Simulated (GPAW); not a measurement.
# Cr (Im-3m) in GPAW: single point with r2SCAN

Aim: the single point of Cr with r2SCAN.

All numbers are computed with GPAW 26.7.0; they aren't measurements. Logs are shortened: lines on timing, memory, paths and dates and some standing lists are left out, and cuts for length are marked. The log counts tension as positive stress, the text compression.

**1. The cell of the first run**

The structure is cubic, space group Im-3m (No. 229). The conventional cell has a = 3.008 Å, b = 3.008 Å, c = 3.008 Å, α = 90.00°, β = 90.00°, γ = 90.00°. Cr (site symmetry m-3m) is surrounded by 8 Cr at 2.60 Å.

**2. Single point, r2SCAN, collinear spin, ferromagnetic start (volume scaled by 1.04)**

Contents of run.py:

```python
from ase.dft.bandgap import bandgap
from ase.io import read, write
from ase.units import GPa
from gpaw import GPAW, PW

atoms = read('POSCAR')
atoms.set_initial_magnetic_moments([4.0])

calc = GPAW(mode=PW(400),
            xc='MGGA_X_R2SCAN+MGGA_C_R2SCAN',
            kpts={'size': (10, 10, 10), 'gamma': True},
            occupations={'name': 'fermi-dirac', 'width': 0.05},
            nbands=11,
            maxiter=120,
            txt='gpaw.txt')
atoms.calc = calc
energy = atoms.get_potential_energy()
forces = atoms.get_forces()
stress = atoms.get_stress()
calc.write('gs.gpw')
write('result.traj', atoms)
print(f'Energy: {energy:.6f} eV')
print('Forces (eV/A):')
print(forces.round(4))
print('Stress (GPa):', (stress / GPa).round(3))
print('Moments:', calc.get_magnetic_moments().round(3))
print('Fermi level:', round(calc.get_fermi_level(), 4), 'eV')
print(f'Gap: {bandgap(calc)[0]:.4f} eV, direct: {bandgap(calc, direct=True)[0]:.4f} eV')
```

Contents of POSCAR:

```
Cr
1.0
   -1.5039841504      1.5039841504      1.5039841504
    1.5039841504     -1.5039841504      1.5039841504
    1.5039841504      1.5039841504     -1.5039841504
Cr
1
Direct
    0.0000000000      0.0000000000      0.0000000000
```

Potentials or basis: GPAW PAW data sets (gpaw-data 1.2.1), pw.

Launch:

```bash
> OMP_NUM_THREADS=1 python run.py
```

gpaw.txt:

```text
__  _  _
 | _ |_)|_||  |
 |__||  | ||/\| - 26.7.0

Input parameters:
  mode=PW(ecut=400.0),
  kpts=MonkhorstPack(size=(10, 10, 10), gamma=True),
  maxiter=120,
  nbands=11,
  occupations=Occupations(name='fermi-dirac', width=0.05),
  xc=XC(name='MGGA_X_R2SCAN+MGGA_C_R2SCAN')

Diagonalizing LCAO Hamiltonian
Converting LCAO to pw mode

       Cr

Atoms  # Å, Bohr magnetons
|   | symbol |        x |        y |        z |    initial magnetic moments |
|---|--------|----------|----------|----------|-----------------------------|
| 0 |     Cr | 0.000000 | 0.000000 | 0.000000 | ( 0.0000,  0.0000,  4.0000) |

Unit cell  # Å
| periodic |         x |         y |         z |  lengths |     angles |
|----------|-----------|-----------|-----------|----------|------------|
|      yes | -1.503984 |  1.503984 |  1.503984 | 2.604977 | 109.471221 |
|      yes |  1.503984 | -1.503984 |  1.503984 | 2.604977 | 109.471221 |
|      yes |  1.503984 |  1.503984 | -1.503984 | 2.604977 | 109.471221 |

Number of symmetries: 48
Symmetry operations  # r_c * U_cc + t_c -> r_c
|    | kind |            matrix            |
|----|------|------------------------------|
|  0 |  σ   |  1, 1, 1,  0, 0,-1,  0,-1, 0 |
|  1 |  C4  |  1, 1, 1,  0, 0,-1, -1, 0, 0 |
|  2 |  C2  |  1, 1, 1,  0,-1, 0,  0, 0,-1 |
|  3 |  S6  |  1, 1, 1,  0,-1, 0, -1, 0, 0 |
|  4 |  S6  |  1, 1, 1, -1, 0, 0,  0, 0,-1 |
|  5 |  C4  |  1, 1, 1, -1, 0, 0,  0,-1, 0 |
|  6 |  E   |  1, 0, 0,  0, 1, 0,  0, 0, 1 |
|  7 |  σ   |  1, 0, 0,  0, 1, 0, -1,-1,-1 |
|  8 |  σ   |  1, 0, 0,  0, 0, 1,  0, 1, 0 |
|  9 |  C3  |  1, 0, 0,  0, 0, 1, -1,-1,-1 |
| 10 |  C3  |  1, 0, 0, -1,-1,-1,  0, 1, 0 |
| 11 |  σ   |  1, 0, 0, -1,-1,-1,  0, 0, 1 |
| 12 |  σ   |  0, 1, 0,  1, 0, 0,  0, 0, 1 |
| 13 |  C2  |  0, 1, 0,  1, 0, 0, -1,-1,-1 |
| 14 |  C3  |  0, 1, 0,  0, 0, 1,  1, 0, 0 |
| 15 |  S4  |  0, 1, 0,  0, 0, 1, -1,-1,-1 |
| 16 |  S4  |  0, 1, 0, -1,-1,-1,  1, 0, 0 |
| 17 |  C3  |  0, 1, 0, -1,-1,-1,  0, 0, 1 |
| 18 |  C3  |  0, 0, 1,  1, 0, 0,  0, 1, 0 |
| 19 |  S4  |  0, 0, 1,  1, 0, 0, -1,-1,-1 |
| 20 |  σ   |  0, 0, 1,  0, 1, 0,  1, 0, 0 |
| 21 |  C3  |  0, 0, 1,  0, 1, 0, -1,-1,-1 |
| 22 |  C2  |  0, 0, 1, -1,-1,-1,  1, 0, 0 |
| 23 |  S4  |  0, 0, 1, -1,-1,-1,  0, 1, 0 |
| 24 |  C4  |  0, 0,-1,  1, 1, 1,  0,-1, 0 |
| 25 |  σ   |  0, 0,-1,  1, 1, 1, -1, 0, 0 |
| 26 |  S6  |  0, 0,-1,  0,-1, 0,  1, 1, 1 |
| 27 |  C2  |  0, 0,-1,  0,-1, 0, -1, 0, 0 |
| 28 |  C4  |  0, 0,-1, -1, 0, 0,  1, 1, 1 |
| 29 |  S6  |  0, 0,-1, -1, 0, 0,  0,-1, 0 |
| 30 |  S6  |  0,-1, 0,  1, 1, 1,  0, 0,-1 |
| 31 |  C4  |  0,-1, 0,  1, 1, 1, -1, 0, 0 |
| 32 |  C4  |  0,-1, 0,  0, 0,-1,  1, 1, 1 |
| 33 |  S6  |  0,-1, 0,  0, 0,-1, -1, 0, 0 |
| 34 |  σ   |  0,-1, 0, -1, 0, 0,  1, 1, 1 |
| 35 |  C2  |  0,-1, 0, -1, 0, 0,  0, 0,-1 |
| 36 |  C2  | -1, 0, 0,  1, 1, 1,  0, 0,-1 |
| 37 |  S6  | -1, 0, 0,  1, 1, 1,  0,-1, 0 |
| 38 |  S6  | -1, 0, 0,  0, 0,-1,  1, 1, 1 |
| 39 |  C2  | -1, 0, 0,  0, 0,-1,  0,-1, 0 |
| 40 |  C2  | -1, 0, 0,  0,-1, 0,  1, 1, 1 |
| 41 |  i   | -1, 0, 0,  0,-1, 0,  0, 0,-1 |
| 42 |  S4  | -1,-1,-1,  1, 0, 0,  0, 1, 0 |
| 43 |  C3  | -1,-1,-1,  1, 0, 0,  0, 0, 1 |
| 44 |  C3  | -1,-1,-1,  0, 1, 0,  1, 0, 0 |
| 45 |  σ   | -1,-1,-1,  0, 1, 0,  0, 0, 1 |
| 46 |  S4  | -1,-1,-1,  0, 0, 1,  1, 0, 0 |
| 47 |  C2  | -1,-1,-1,  0, 0, 1,  0, 1, 0 |

BZ-sampling:
  Number of BZ points: 1000
  Number of IBZ points: 47

  Monkhorst-Pack size: [10, 10, 10]
  Monkhorst-Pack shift: [0.05, 0.05, 0.05]

K-points  # in reciprocal-cell coordinates
|     |                                coordinates |     weight |
|-----|--------------------------------------------|------------|
|   0 | (  0.00000000,   0.00000000,   0.00000000) | 0.00100000 |
|   1 | (  0.10000000,   0.00000000,   0.00000000) | 0.01200000 |
|   2 | (  0.10000000,   0.10000000,  -0.10000000) | 0.00600000 |
|   3 | (  0.20000000,   0.00000000,  -0.10000000) | 0.02400000 |
|   4 | (  0.20000000,   0.00000000,   0.00000000) | 0.01200000 |
|   5 | (  0.20000000,   0.10000000,  -0.10000000) | 0.02400000 |
|   6 | (  0.20000000,   0.20000000,  -0.20000000) | 0.00600000 |
|   7 | (  0.30000000,  -0.10000000,  -0.10000000) | 0.00800000 |
|   8 | (  0.30000000,   0.00000000,  -0.10000000) | 0.04800000 |
|   9 | (  0.30000000,   0.00000000,   0.00000000) | 0.01200000 |
| ... |                                            |            |
|  46 | (  0.50000000,   0.50000000,   0.50000000) | 0.00100000 |

Plane wave coefficients: 255
Cutoff: 400.0 eV

Spin-components: 2 (collinear spins)
Bands:           11
Projectors:      6
Spin-degeneracy: 1
Datatype:        complex128

Parallelization:
  kpt:    1
  domain: 1
  band:   1

Density:
  Valence electrons: 6.0
  Components: 2
  Grid points: [14 14 14]
  Charge: 0.0  # |e|

Potential:
  Grid points: [14 14 14]

species:
  Cr:
    name:    Chromium
    Z:       24.0
    valence: 6
    core:    18
    charge:  0.0  # [|e|]
    compensation charges:
      type: gauss
      rc: 0.35  # [Å]
      lmax: 2
    cutoffs:
      filter: 2.14  # [Å]
      core: 3.04  # [Å]
    projectors
    | kind |    occ | energy [eV] | rcut [Å] |
    |------|--------|-------------|----------|
    |   4s |  1.000 |      -4.007 |    1.164 |
    |   4p |  0.000 |      -0.989 |    1.217 |
    |   3d |  5.000 |      -2.913 |    1.111 |
    |    s |        |      23.205 |    1.164 |
    |    p |        |      26.223 |    1.217 |
    |    d |        |      24.299 |    1.111 |

    Using partial waves for Cr as LCAO basis

Reference energy: -28582.377450  # eV

eigensolver:
  PPCG
  Converge bands: occupied
  niter=2

density mixing:
  MSR1-Mixer
  Pratt-step length: 0.05
  Maximum mixing coefficient: 0.75
  Old densities: 10
  SVD Regularization: 0.005
  Good broyden scale: 1.0
  Trust region scale: 1.0
  Backstep threshold: 4.0
  History deletion threshold: 6.0
  Fourier metric: weight=20.0, sigma=0.015

occupation numbers:
  Fermi-Dirac:
    width: 0.0500  # eV

poisson solver:
  ecut: 3200.0  # eV

xc functional:
  name: MGGA_X_R2SCAN+MGGA_C_R2SCAN with 2 nearest neighbor stencil

convergence criteria:
- Maximum [total energy] change in last 3 cyles: 0.0005 eV / valence electron
- Maximum integral of absolute [dens]ity change: 0.0001 electrons / valence electron
- Maximum integral of absolute [eigenst]ate change: 4e-08 eV^2 / valence electron
maximum number of iterations: 120

SCF iterations
|iter     | |      energy | eigst |  dens |  magmom |
|---------|-|-------------|-------|-------|---------|
|iter:   1| |  -12.189015 | -0.20 |       |  +4.0011|
|iter:   2| |  -12.578856 | -1.06 | -0.87 |  +3.9865|
|iter:   3| |  -13.066545 | -1.15 | -0.83 |  +3.2230|
|iter:   4| |  -12.906695 | -1.95 | -0.81 |  +3.3677|
|iter:   5| |  -13.025795 | -2.25 | -1.04 |  +3.1331|
|iter:   6| |  -13.152217 | -1.86 | -1.04 |  +2.5961|
|iter:   7| |  -12.993382 | -1.94 | -1.16 |  +2.9762|
|iter:   8| |  -12.942084 | -2.77 | -1.05 |  +3.1407|
|iter:   9| |  -12.997271 | -2.62 | -1.03 |  +3.1388|
|iter:  10| |  -12.984549 | -2.55 | -1.10 |  +3.3158|
|iter:  11| |  -12.772640 | -1.96 | -1.17 |  +4.0399|
[... 26 lines left out ...]
|iter:  38| |  -13.309302 | -1.25 | -0.75 |  -1.2260|
|iter:  39| |  -13.447124 | -2.75 | -0.60 |  -1.0501|
|iter:  40| |  -13.668909 | -1.26 | -0.66 |  -0.0317|
|iter:  41| |  -13.694224 | -2.38 | -1.22 |  +0.3260|
|iter:  42| |  -13.628587 | -2.00 | -1.41 |  -0.4162|
|iter:  43| |  -13.723701 | -1.96 | -1.13 |  +0.3204|
|iter:  44| |  -13.650826 | -1.97 | -1.34 |  -0.4682|
|iter:  45| |  -13.760020 | -2.04 | -1.13 |  -0.1862|
|iter:  46| |  -13.763033 | -3.68 | -1.68 |  -0.0281|
|iter:  47| |  -13.763421 | -4.38 | -2.46 |  -0.0213|
|iter:  48| |  -13.763461c| -4.90 | -2.80 |  -0.0046|
|iter:  49| |  -13.763467c| -5.35 | -3.28 |  +0.0049|
|iter:  50| |  -13.763477c| -6.20 | -3.60 |  +0.0026|
|iter:  51| |  -13.763477c| -6.82 | -3.90 |  +0.0007|
|iter:  52| |  -13.763477c| -7.57c| -4.28c|  +0.0005|

Converged in 52 steps
Energy contributions relative to reference atoms: (reference = -28582.377450)

Energy contributions:
  Kinetic:         -30.063289
  Coulomb:          21.692443
  Zero:              0.215347
  External:          0.000000
  Xc:               -5.604276
  Entropy:          -0.007404
  Spinorbit:         0.000000
  ----------------------------
  Free energy:     -13.767179
  Extrapolated:    -13.763477

dipole moment: (-3.726971, -3.726971, -3.726971)  # |e|*Ang

Total magnetic moment: (0.000000, 0.000000, 0.000527)

Local magnetic moments
|        x |        y |        z |
|----------|----------|----------|
| 0.000000 | 0.000000 | 0.000498 |  # Cr   0

Fermi level: 8.929
Eigenvalues  # (at kpt = [0.000, 0.000, 0.000])
| band index |      eig [eV] | occ [0-1] |      eig [eV] | occ [0-1] |
|------------|---------------|-----------|---------------|-----------|
|          0 |         1.323 |     1.000 |         1.323 |     1.000 |
|          1 |         8.111 |     1.000 |         8.112 |     1.000 |
|          2 |         8.111 |     1.000 |         8.112 |     1.000 |
|          3 |         8.111 |     1.000 |         8.112 |     1.000 |
|          4 |        10.058 |     0.000 |        10.058 |     0.000 |
|          5 |        10.058 |     0.000 |        10.058 |     0.000 |
|          6 |        18.769 |     0.000 |        18.769 |     0.000 |
|          7 |        18.769 |     0.000 |        18.769 |     0.000 |
|          8 |        18.769 |     0.000 |        18.769 |     0.000 |
|          9 |        27.162 |     0.000 |        27.162 |     0.000 |
|         10 |        31.509 |     0.000 |        31.509 |     0.000 |

No gap
No difference between direct/indirect transitions

Forces  # eV/Ang
|        x |       y |       z |
|----------|---------|---------|
| -0.00000 | 0.00000 | 0.00000 |  # Cr   0

Stress tensor  # eV/Ang^3
|         x |         y |         z |
|-----------|-----------|-----------|
|  0.223679 | -0.000000 | -0.000000 |
| -0.000000 |  0.223679 | -0.000000 |
| -0.000000 | -0.000000 |  0.223679 |

# Writing to gs.gpw (mode='')
```

Run time: 96 s. Hardware: 1 thread of Arm Neoverse V2, shared host; peak memory 0.2 GiB.

The run converged, but some of its settings lie outside the range that counts as converged, so its numbers aren't taken as properties of the crystal.

What came out:

```
Free energy            : -13.7672 eV
Pressure               : -35.8 GPa
Band gap on the k mesh : none (metal or under the smearing width)
Net moment             : 0.00 μB per cell
```

Caveat: the cutoff is short for stress and forces, so pressures can be off by a GPa or more; the starting moments collapsed, and a magnetic state may lie lower; the PAW data sets were made with another functional, which shifts forces and pressure a little.
